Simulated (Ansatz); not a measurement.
Set up this calculation in Ansatz 0.2.0, as the native input.

```yaml
Task: single point
Functional: PBE
Potentials_or_basis: Ansatz PAW
Cutoff: "420 eV (not typed: the program's choice for these potentials)"
k_mesh: 10 × 10 × 10
Occupations: fermi-dirac, width 0.05 eV
Spin: no spin polarisation
```

The system is WC.

```
W C
1.0
     0.00000    2.19268    2.19268
     2.19268    0.00000    2.19268
     2.19268    2.19268    0.00000
W C
1 1
Direct
  0.98258 0.99518 0.00280
  0.51745 0.50594 0.48678
```

The cell comes from a database or a generator and needn't be the stable form of this composition.

The cell isn't the ideal one: atoms moved at random, drawn with an rms of 0.05 Å.

One way to write it, as run:

input.yaml

```yaml
crystal:
  lattice:
    - [0.0, 2.192684, 2.192684]
    - [2.192684, 0.0, 2.192684]
    - [2.192684, 2.192684, 0.0]
  atoms:
    - { symbol: W, position: [-0.017418, -0.004818, 0.002798] }
    - { symbol: C, position: [0.517446, 0.505944, 0.486775] }
hamiltonian:
  xc: pbe
  pseudopotentials: { kind: paw }
kpoints:
  mp_grid: { grid: [10, 10, 10] }
scf:
  occupations: { method: fermi_dirac, width: 0.05 }
output:
  forces: true
  stress: true
  eigenvalues: true
```

Potentials or basis: Ansatz PAW.

Command:

```console
$ ansatz run input.yaml --threads 2 --pin off --max-ram 5120MiB --backend cpu --events-out ev --progress --plain --runs-dir out
```

Results of the run:

* Pressure: 0.5 GPa
* Largest force: 0.725 eV/Å
* Band gap on the k mesh: none (metal or under the smearing width)

Caveat: the pressure holds a Pulay correction of +0.3 GPa for the finite cutoff.

Wall time 5.4 s on 2 threads of Intel(R) Xeon(R) 6975P-C (Granite Rapids), on a shared host, peak memory 0.54 GiB.
